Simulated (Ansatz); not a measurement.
## Property card for Ta

All numbers below come from Ansatz, DFT PBE, scalar-relativistic, plane waves, PAW.

Settings: cutoff 420 eV, Γ-centred mesh 18×18×18 on the computed 1-atom cell, Gaussian smearing of 0.10 eV; no spin polarisation.

The structure is relaxed at this level of theory with its symmetry kept.

```
Ta
1.0
    -1.65939    1.65939    1.65939
     1.65939   -1.65939    1.65939
     1.65939    1.65939   -1.65939
Ta
1
Cartesian
  0.0000 0.0000 0.0000
```

```
Space group                                                       : Im-3m (No. 229)
Volume per atom                                                   : 18.28 Å³
Formation energy from the elements' standard states (uncorrected) : -0.001 eV/atom
Kohn–Sham band gap                                                : none (metal)
Density of states at the Fermi level                              : 1.31 states/eV per cell
Löwdin character within 0.5 eV of the Fermi level                 : Ta 5d 85 %, Ta 6s 8 %, unprojected 6 %
Bader charges (e)                                                 : Ta (1 in the cell) 0.00
```

Spin-orbit coupling is left out, which matters for the bands of heavy elements.